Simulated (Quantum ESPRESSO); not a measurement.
# Rh (P6_3/mmc) in Quantum ESPRESSO: notebook

One crystal, Rh, is run at these levels: r2SCAN; tasks: single point, equation of state.

Everything below comes from runs of Quantum ESPRESSO 7.5. Logs are shortened: lines on timing, memory, paths and dates and some standing lists are left out, and cuts for length are marked.

## 1. Starting point

It takes space group P6_3/mmc (No. 194, hexagonal). The conventional cell has a = 2.731 Å, b = 2.731 Å, c = 4.428 Å, α = 90.00°, β = 90.00°, γ = 120.00°. Rh (site symmetry -6m2) is surrounded by 12 Rh at 2.72 to 2.73 Å.

This isn't the form of Rh at room conditions, which is fcc.

## 2. Single point, r2SCAN, 13.44 Å³/atom

The input, pw.in:

```
&CONTROL
  calculation = 'scf'
  prefix = 'pwscf'
  outdir = './tmp'
  pseudo_dir = './pseudo'
  tstress = .true.
  disk_io = 'nowf'
/
&SYSTEM
  ibrav = 0
  nat = 2
  ntyp = 1
  ecutwfc = 70
  nbnd = 25
  input_dft = 'r2scan'
  occupations = 'smearing'
  smearing = 'fd'
  degauss = 0.00367493
  nosym = .true.
  nr1 = 36
  nr2 = 36
  nr3 = 48
/
&ELECTRONS
  conv_thr = 1d-08
  electron_maxstep = 120
  mixing_beta = 0.5
/
ATOMIC_SPECIES
Rh   102.9055 Rh_ONCV_PBE-1.2.upf
CELL_PARAMETERS angstrom
   2.6752291329    0.0000000000    0.0000000000
  -1.3376145665    2.3168163901    0.0000000000
   0.0000000000    0.0000000000    4.3380863070
ATOMIC_POSITIONS crystal
Rh     0.3333333333    0.6666666667    0.2500000000
Rh     0.6666666667    0.3333333333    0.7500000000
K_POINTS automatic
7 7 4 0 0 0
```

Potentials or basis: SG15 PBE 1.2.

The run is started by

```
$ OMP_NUM_THREADS=1 mpirun -n 2 pw.x -nk 2 -in pw.in > pw.out
```

pw.out:

```text
This program is part of the open-source Quantum ESPRESSO suite
     for quantum simulation of materials; please cite
         "P. Giannozzi et al., J. Phys.:Condens. Matter 21 395502 (2009);
         "P. Giannozzi et al., J. Phys.:Condens. Matter 29 465901 (2017);
         "P. Giannozzi et al., J. Chem. Phys. 152 154105 (2020);
     in publications or presentations arising from this work. More details at

     IMPORTANT: XC functional enforced from input :
     Exchange-correlation= R2SCAN
                           (   0   0   0   0   0 497 498)
     Any further DFT definition will be discarded
     Please, verify this is what you really want

     K-points division:     npool     =       2
     Subspace diagonalization in iterative solution of the eigenvalue problem:
     a serial algorithm will be used

     G-vector sticks info
     --------------------
     sticks:   dense  smooth     PW     G-vecs:    dense   smooth      PW
     Sum         499     499    163                14425    14425    2635

     Using Slab Decomposition

     bravais-lattice index     =            0
     lattice parameter (alat)  =       5.0555  a.u.
     unit-cell volume          =     181.4460 (a.u.)^3
     number of atoms/cell      =            2
     number of atomic types    =            1
     number of electrons       =        34.00
     number of Kohn-Sham states=           25
     kinetic-energy cutoff     =      70.0000  Ry
     charge density cutoff     =     280.0000  Ry
     scf convergence threshold =      1.0E-08
     mixing beta               =       0.5000
     number of iterations used =            8  plain     mixing
     Exchange-correlation= R2SCAN
                           (   0   0   0   0   0 497 498)

     celldm(1)=   5.055450  celldm(2)=   0.000000  celldm(3)=   0.000000
     celldm(4)=   0.000000  celldm(5)=   0.000000  celldm(6)=   0.000000

     crystal axes: (cart. coord. in units of alat)
               a(1) = (   1.000000   0.000000   0.000000 )
               a(2) = (  -0.500000   0.866025   0.000000 )
               a(3) = (   0.000000   0.000000   1.621576 )

     reciprocal axes: (cart. coord. in units 2 pi/alat)
               b(1) = (  1.000000  0.577350 -0.000000 )
               b(2) = (  0.000000  1.154701  0.000000 )
               b(3) = (  0.000000 -0.000000  0.616684 )

     PseudoPot. # 1 for Rh read from file:
     Rh_ONCV_PBE-1.2.upf
     Pseudo is Norm-conserving, Zval = 17.0
     Generated using ONCVPSP code by D. R. Hamann
     Using radial grid of  602 points,  6 beta functions with:
                l(1) =   0
                l(2) =   0
                l(3) =   1
                l(4) =   1
                l(5) =   2
                l(6) =   2

     atomic species   valence    mass     pseudopotential
     Rh               17.00   102.90550     Rh( 1.00)

     No symmetry found

   Cartesian axes

     site n.     atom                  positions (alat units)
         1        Rh     tau(   1) = (  -0.0000000   0.5773503   0.4053939  )
         2        Rh     tau(   2) = (   0.5000000   0.2886751   1.2161817  )

     number of k points=    99  Fermi-Dirac smearing, width (Ry)=  0.0037
                       cart. coord. in units 2pi/alat
        k(    1) = (   0.0000000   0.0000000   0.0000000), wk =   0.0102041
        k(    2) = (   0.0000000   0.0000000   0.1541710), wk =   0.0204082
        k(    3) = (   0.0000000   0.0000000  -0.3083421), wk =   0.0102041
        k(    4) = (   0.0000000   0.1649572   0.0000000), wk =   0.0204082
        k(    5) = (   0.0000000   0.1649572   0.1541710), wk =   0.0204082
        k(    6) = (   0.0000000   0.1649572  -0.3083421), wk =   0.0204082
[... 91 lines left out ...]
        k(   98) = (   0.4285714   0.0824786  -0.3083421), wk =   0.0204082
        k(   99) = (   0.4285714   0.0824786  -0.1541710), wk =   0.0204082

     Dense  grid:    14425 G-vectors     FFT dimensions: (  36,  36,  48)

     WARNING: libxc functional with ID  497 depends
      on external parameters: check the user_guide of
      QE if you need to modify them or to check their
      default values.

     WARNING: libxc functional with ID  498 depends
      on external parameters: check the user_guide of
      QE if you need to modify them or to check their
      default values.

     Initial potential from superposition of free atoms

     starting charge      33.8962, renormalised to      34.0000
     Starting wfcs are random

     Self-consistent Calculation

     iteration #  1     ecut=    70.00 Ry     beta= 0.50
     Davidson diagonalization with overlap
     ethr =  1.00E-02,  avg # of iterations =  8.4

     total energy              =    -434.09194612 Ry
     estimated scf accuracy    <      21.09794379 Ry

     iteration #  2     ecut=    70.00 Ry     beta= 0.50
     Davidson diagonalization with overlap
     ethr =  1.00E-02,  avg # of iterations =  1.0

     total energy              =    -434.17219249 Ry
     estimated scf accuracy    <       4.81344151 Ry

     iteration #  3     ecut=    70.00 Ry     beta= 0.50
     Davidson diagonalization with overlap
     ethr =  1.00E-02,  avg # of iterations =  1.0

     total energy              =    -434.17445540 Ry
     estimated scf accuracy    <       0.02268029 Ry

     iteration #  4     ecut=    70.00 Ry     beta= 0.50
     Davidson diagonalization with overlap
     ethr =  6.67E-05,  avg # of iterations =  1.5

     total energy              =    -434.17443740 Ry
     estimated scf accuracy    <       0.00299940 Ry

     iteration #  5     ecut=    70.00 Ry     beta= 0.50
     Davidson diagonalization with overlap
     ethr =  8.82E-06,  avg # of iterations =  2.6

     total energy              =    -434.17460678 Ry
     estimated scf accuracy    <       0.00065699 Ry

     iteration #  6     ecut=    70.00 Ry     beta= 0.50
     Davidson diagonalization with overlap
     ethr =  1.93E-06,  avg # of iterations =  1.5

     total energy              =    -434.17462440 Ry
     estimated scf accuracy    <       0.00000805 Ry

     iteration #  7     ecut=    70.00 Ry     beta= 0.50
     Davidson diagonalization with overlap
     ethr =  2.37E-08,  avg # of iterations =  1.1

     total energy              =    -434.17462472 Ry
     estimated scf accuracy    <       0.00000081 Ry

     iteration #  8     ecut=    70.00 Ry     beta= 0.50
     Davidson diagonalization with overlap
     ethr =  2.38E-09,  avg # of iterations =  1.0

     total energy              =    -434.17462476 Ry
     estimated scf accuracy    <       0.00000006 Ry

     iteration #  9     ecut=    70.00 Ry     beta= 0.50
     Davidson diagonalization with overlap
     ethr =  1.71E-10,  avg # of iterations =  1.5

     total energy              =    -434.17462477 Ry
     estimated scf accuracy    <       0.00000001 Ry

     iteration # 10     ecut=    70.00 Ry     beta= 0.50
     Davidson diagonalization with overlap
     ethr =  3.27E-11,  avg # of iterations =  1.6

     End of self-consistent calculation

          k = 0.0000 0.0000 0.0000 (  1785 PWs)   bands (ev):

   -57.9780 -57.8431 -25.1305 -24.4433 -24.4433 -24.3237 -24.3237 -24.2806
    15.3037  17.1747  20.4890  20.5470  20.5470  21.0981  21.0981  21.7984
    21.7984  23.9959  23.9959  24.6947  33.0173  40.8063  43.1791  43.8394
    48.1563

          k = 0.0000 0.0000 0.1542 (  1786 PWs)   bands (ev):

   -57.9584 -57.8630 -25.0098 -24.4258 -24.4258 -24.4090 -24.3413 -24.3413
    15.9527  17.3347  20.2676  20.3761  20.3761  20.8324  20.8324  22.4036
    22.4036  22.7001  23.9123  23.9123  35.8089  40.0795  42.5411  44.3125
    46.6894

          k = 0.0000 0.0000-0.3083 (  1822 PWs)   bands (ev):

   -57.9109 -57.9109 -24.7133 -24.7132 -24.3837 -24.3837 -24.3836 -24.3836
    17.2046  17.2047  20.4231  20.4231  20.4367  20.4367  20.4367  20.4367
    23.3660  23.3660  23.3660  23.3660  39.6562  39.6563  42.1851  42.1851
    47.0511

          k = 0.0000 0.1650 0.0000 (  1781 PWs)   bands (ev):

   -57.9563 -57.8332 -25.0778 -24.5614 -24.4808 -24.4448 -24.3429 -24.3026
    16.0448  17.6896  19.8292  20.7845  20.9312  21.1255  21.2389  21.4375
    21.6303  22.1093  24.1715  27.7637  32.9506  41.1905  43.8101  43.8920
    45.0344

          k = 0.0000 0.1650 0.1542 (  1798 PWs)   bands (ev):

   -57.9384 -57.8513 -24.9793 -24.5368 -24.5132 -24.4607 -24.3632 -24.3628
    16.6267  17.9150  19.9434  20.1402  20.2682  20.8103  21.3267  21.4671
    22.2542  22.5008  23.9933  25.8322  35.9884  40.8262  42.9048  43.5564
    45.3171

          k = 0.0000 0.1650-0.3083 (  1802 PWs)   bands (ev):

   -57.8950 -57.8950 -24.7419 -24.7419 -24.4570 -24.4569 -24.4121 -24.4121
    17.8484  17.8484  19.5486  19.5486  20.5633  20.5633  20.9000  20.9001
    23.3000  23.3000  23.8583  23.8584  40.1631  40.1631  42.4232  42.4232
    45.0708

          k = 0.0000 0.1650-0.1542 (  1798 PWs)   bands (ev):

   -57.9384 -57.8513 -24.9793 -24.5368 -24.5132 -24.4607 -24.3632 -24.3628
    16.6267  17.9150  19.9434  20.1402  20.2682  20.8103  21.3267  21.4671
    22.2542  22.5008  23.9933  25.8322  35.9884  40.8262  42.9048  43.5564
    45.3171

          k = 0.0000 0.3299 0.0000 (  1788 PWs)   bands (ev):

   -57.9046 -57.8135 -24.9418 -24.8272 -24.7072 -24.5610 -24.3893 -24.3695
    17.4765  17.9583  19.0661  19.9483  20.6977  20.7975  21.3806  22.6148
    22.7510  22.9850  24.4009  31.4611  32.9216  36.9348  41.1371  41.6585
    44.3976

          k = 0.0000 0.3299 0.1542 (  1795 PWs)   bands (ev):

   -57.8913 -57.8269 -24.9637 -24.7874 -24.6939 -24.5361 -24.4147 -24.4011
    17.4952  18.2308  19.0829  19.6514  20.5304  21.0764  21.8421  22.5833
    22.8862  23.0047  24.1121  28.0391  36.5013  37.7380  40.9236  42.2078
    43.2291

          k = 0.0000 0.3299-0.3083 (  1788 PWs)   bands (ev):

   -57.8592 -57.8591 -24.9044 -24.9043 -24.5189 -24.5189 -24.4756 -24.4756
    17.9583  17.9583  19.1744  19.1745  21.2986  21.2986  21.7955  21.7955
    23.4652  23.4652  24.8523  24.8523  38.9237  38.9237  41.1237  41.1237
    44.9665
[... 577 lines left out ...]
   -57.8591 -57.8142 -25.0008 -24.9128 -24.6921 -24.6191 -24.5120 -24.4195
    17.7743  18.4033  18.7805  19.5585  20.3787  21.1536  21.6448  22.8659
    23.4877  24.2843  25.5671  29.6185  35.2490  37.5312  37.9672  39.8472
    41.7946

          k = 0.4286-0.0825-0.3083 (  1796 PWs)   bands (ev):

   -57.8367 -57.8367 -24.9975 -24.9975 -24.6083 -24.6083 -24.4713 -24.4713
    17.9545  17.9545  19.2555  19.2555  21.0505  21.0505  21.8746  21.8746
    24.3513  24.3513  26.4941  26.4941  36.9330  36.9330  40.1547  40.1547
    42.1167

          k = 0.4286-0.0825-0.1542 (  1790 PWs)   bands (ev):

   -57.8591 -57.8142 -25.0008 -24.9128 -24.6921 -24.6191 -24.5120 -24.4195
    17.7743  18.4033  18.7805  19.5585  20.3787  21.1536  21.6448  22.8659
    23.4877  24.2843  25.5671  29.6185  35.2490  37.5312  37.9672  39.8472
    41.7946

          k = 0.4286 0.0825 0.0000 (  1793 PWs)   bands (ev):

   -57.8684 -57.8049 -24.9320 -24.8433 -24.8328 -24.6337 -24.4814 -24.4351
    18.0829  18.3387  18.3672  19.8964  20.2177  21.0880  21.1949  22.8233
    23.9199  24.2786  25.3596  33.2637  34.0103  34.6342  37.0352  40.7189
    42.6498

          k = 0.4286 0.0825 0.1542 (  1790 PWs)   bands (ev):

   -57.8591 -57.8142 -25.0008 -24.9128 -24.6921 -24.6191 -24.5120 -24.4195
    17.7743  18.4033  18.7805  19.5585  20.3787  21.1536  21.6448  22.8659
    23.4877  24.2843  25.5671  29.6185  35.2490  37.5312  37.9672  39.8472
    41.7946

          k = 0.4286 0.0825-0.3083 (  1796 PWs)   bands (ev):

   -57.8367 -57.8367 -24.9975 -24.9975 -24.6083 -24.6083 -24.4713 -24.4713
    17.9545  17.9545  19.2555  19.2555  21.0505  21.0505  21.8746  21.8746
    24.3513  24.3513  26.4941  26.4941  36.9330  36.9330  40.1547  40.1547
    42.1167

          k = 0.4286 0.0825-0.1542 (  1790 PWs)   bands (ev):

   -57.8591 -57.8142 -25.0008 -24.9128 -24.6921 -24.6191 -24.5120 -24.4195
    17.7743  18.4033  18.7805  19.5585  20.3787  21.1536  21.6448  22.8659
    23.4877  24.2843  25.5671  29.6185  35.2490  37.5312  37.9672  39.8472
    41.7946

     the Fermi energy is    23.9008 ev

!    total energy              =    -434.17462477 Ry
     estimated scf accuracy    <          4.5E-09 Ry
     smearing contrib. (-TS)   =      -0.00125939 Ry
     internal energy E=F+TS    =    -434.17336538 Ry

     The total energy is F=E-TS. E is the sum of the following terms:
     one-electron contribution =     -85.94414260 Ry
     hartree contribution      =      67.29551792 Ry
     xc contribution           =     -44.01225402 Ry
     ewald contribution        =    -371.51248668 Ry

     convergence has been achieved in  10 iterations

     Computing stress (Cartesian axis) and pressure

          total   stress  (Ry/bohr**3)                   (kbar)     P=       39.49
   0.00017896   0.00000000  -0.00000000           26.33        0.00       -0.00
   0.00000000   0.00017896  -0.00000000            0.00       26.33       -0.00
  -0.00000000  -0.00000000   0.00044745           -0.00       -0.00       65.82

=------------------------------------------------------------------------------=
   JOB DONE.
=------------------------------------------------------------------------------=
```

Wall time 66 s (2 MPI ranks of Intel Xeon 6975P-C (Granite Rapids), shared host); peak memory 0.2 GiB.

What came out:

* Free energy: -5907.2467 eV
* Pressure: 3.9 GPa
* Band gap on the k mesh: none (metal or under the smearing width)

Caveat: the k mesh is coarse (spacing up to 0.39 Å⁻¹), so the values aren't converged; the potentials were made for another functional, which shifts forces and pressure.

## 3. Single point, r2SCAN, 13.73 Å³/atom

Edit pw.in of step 2 so:

```diff
@@ -31,5 +31,5 @@
 CELL_PARAMETERS angstrom
-   2.6752291329    0.0000000000    0.0000000000
-  -1.3376145665    2.3168163901    0.0000000000
-   0.0000000000    0.0000000000    4.3380863070
+   2.6940693954    0.0000000000    0.0000000000
+  -1.3470346977    2.3331325361    0.0000000000
+   0.0000000000    0.0000000000    4.3686372171
 ATOMIC_POSITIONS crystal
```

Potentials or basis: SG15 PBE 1.2.

The run is started by

```
$ OMP_NUM_THREADS=1 mpirun -n 2 pw.x -nk 2 -in pw.in > pw.out
```

Run time: 59 s. Hardware: 2 MPI ranks of Intel Xeon 6975P-C (Granite Rapids), shared host; peak memory 0.22 GiB.

Results (log left out):

```
Free energy            : -5907.2503 eV
Pressure               : -2.2 GPa
Band gap on the k mesh : none (metal or under the smearing width)
```

Caveat: the k mesh is coarse (spacing up to 0.38 Å⁻¹), so the values aren't converged; the potentials were made for another functional, which shifts forces and pressure.

## 4. Single point, r2SCAN, 14.02 Å³/atom

Edit pw.in of step 3 so:

```diff
@@ -31,5 +31,5 @@
 CELL_PARAMETERS angstrom
-   2.6940693954    0.0000000000    0.0000000000
-  -1.3470346977    2.3331325361    0.0000000000
-   0.0000000000    0.0000000000    4.3686372171
+   2.7126497715    0.0000000000    0.0000000000
+  -1.3563248858    2.3492236138    0.0000000000
+   0.0000000000    0.0000000000    4.3987667018
 ATOMIC_POSITIONS crystal
```

The run is started by

```
$ OMP_NUM_THREADS=1 mpirun -n 2 pw.x -nk 2 -in pw.in > pw.out
```

Wall time 65 s (2 MPI ranks of Intel Xeon 6975P-C (Granite Rapids), shared host); peak memory 0.22 GiB.

The run converged. Its results:

```yaml
Free_energy: -5907.2332 eV
Pressure: -7.6 GPa
Band_gap_on_the_k_mesh: none (metal or under the smearing width)
```

Caveat: the k mesh is coarse (spacing up to 0.38 Å⁻¹), so the values aren't converged; the potentials were made for another functional, which shifts forces and pressure.

## 5. Single point, r2SCAN, 14.30 Å³/atom

Edit pw.in of step 4 so:

```diff
@@ -31,5 +31,5 @@
 CELL_PARAMETERS angstrom
-   2.7126497715    0.0000000000    0.0000000000
-  -1.3563248858    2.3492236138    0.0000000000
-   0.0000000000    0.0000000000    4.3987667018
+   2.7309790422    0.0000000000    0.0000000000
+  -1.3654895211    2.3650972278    0.0000000000
+   0.0000000000    0.0000000000    4.4284890000
 ATOMIC_POSITIONS crystal
```

The run is started by

```
$ OMP_NUM_THREADS=1 mpirun -n 2 pw.x -nk 2 -in pw.in > pw.out
```

It took 66 s on 2 MPI ranks of Intel Xeon 6975P-C (Granite Rapids), shared host; peak memory 0.22 GiB.

Results (log left out):

| Property | Result |
| --- | --- |
| Free energy | -5907.1979 eV |
| Pressure | -12.4 GPa |
| Band gap on the k mesh | none (metal or under the smearing width) |

Caveat: the k mesh is coarse (spacing up to 0.38 Å⁻¹), so the values aren't converged; the potentials were made for another functional, which shifts forces and pressure.

## 6. Single point, r2SCAN, 14.59 Å³/atom

Edit pw.in of step 5 so:

```diff
@@ -31,5 +31,5 @@
 CELL_PARAMETERS angstrom
-   2.7309790422    0.0000000000    0.0000000000
-  -1.3654895211    2.3650972278    0.0000000000
-   0.0000000000    0.0000000000    4.4284890000
+   2.7490655232    0.0000000000    0.0000000000
+  -1.3745327616    2.3807605798    0.0000000000
+   0.0000000000    0.0000000000    4.4578175964
 ATOMIC_POSITIONS crystal
```

Potentials or basis: SG15 PBE 1.2.

The run is started by

```
$ OMP_NUM_THREADS=1 mpirun -n 2 pw.x -nk 2 -in pw.in > pw.out
```

It took 69 s on 2 MPI ranks of Intel Xeon 6975P-C (Granite Rapids), shared host; peak memory 0.2 GiB.

The run converged. Its results:

```
Free energy            : -5907.1467 eV
Pressure               : -16.5 GPa
Band gap on the k mesh : none (metal or under the smearing width)
```

Caveat: the k mesh is coarse (spacing up to 0.38 Å⁻¹), so the values aren't converged; the potentials were made for another functional, which shifts forces and pressure.

## 7. Single point, r2SCAN, 14.87 Å³/atom

Edit pw.in of step 6 so:

```diff
@@ -31,5 +31,5 @@
 CELL_PARAMETERS angstrom
-   2.7490655232    0.0000000000    0.0000000000
-  -1.3745327616    2.3807605798    0.0000000000
-   0.0000000000    0.0000000000    4.4578175964
+   2.7669170982    0.0000000000    0.0000000000
+  -1.3834585491    2.3962204973    0.0000000000
+   0.0000000000    0.0000000000    4.4867652751
 ATOMIC_POSITIONS crystal
```

The run is started by

```
$ OMP_NUM_THREADS=1 mpirun -n 2 pw.x -nk 2 -in pw.in > pw.out
```

Run time: 60 s. Hardware: 2 MPI ranks of Intel Xeon 6975P-C (Granite Rapids), shared host; peak memory 0.2 GiB.

The run converged. Its results:

```
Free energy            : -5907.0816 eV
Pressure               : -20.2 GPa
Band gap on the k mesh : none (metal or under the smearing width)
```

Caveat: the k mesh is coarse (spacing up to 0.37 Å⁻¹), so the values aren't converged; the potentials were made for another functional, which shifts forces and pressure.

## 8. Single point, r2SCAN, 15.16 Å³/atom

Edit pw.in of step 7 so:

```diff
@@ -31,5 +31,5 @@
 CELL_PARAMETERS angstrom
-   2.7669170982    0.0000000000    0.0000000000
-  -1.3834585491    2.3962204973    0.0000000000
-   0.0000000000    0.0000000000    4.4867652751
+   2.7845412492    0.0000000000    0.0000000000
+  -1.3922706246    2.4114834597    0.0000000000
+   0.0000000000    0.0000000000    4.5153441684
 ATOMIC_POSITIONS crystal
```

The run is started by

```
$ OMP_NUM_THREADS=1 mpirun -n 2 pw.x -nk 2 -in pw.in > pw.out
```

Run time: 68 s. Hardware: 2 MPI ranks of Intel Xeon 6975P-C (Granite Rapids), shared host; peak memory 0.22 GiB.

It converged, with:

```yaml
Free_energy: -5907.0044 eV
Pressure: -23.3 GPa
Band_gap_on_the_k_mesh: none (metal or under the smearing width)
```

Caveat: the k mesh is coarse (spacing up to 0.37 Å⁻¹), so the values aren't converged; the potentials were made for another functional, which shifts forces and pressure.

## 9. Equation of state, r2SCAN

Potentials or basis: SG15 PBE 1.2.

This step only gathers the single runs of the series.

Results:

```
Equilibrium volume                        : 13.63 Å³/atom
Bulk modulus at fixed shape and positions : 289 GPa
Pressure derivative of the bulk modulus   : 5.3
```

Energy against volume, from the lowest point:
```tsv
volume (Å³/atom)	energy (meV/atom)
13.444	1.79
13.730	0.00
14.016	8.56
14.302	26.19
14.588	51.78
14.874	84.33
15.160	122.96
```

Caveat: the k mesh is coarse (spacing up to 0.38 Å⁻¹), so the values aren't converged; the potentials were made for another functional, which shifts forces and pressure; the cell was scaled at fixed shape and fractional positions, which overstates the stiffness of a crystal with free parameters, most of all of layers and chains.
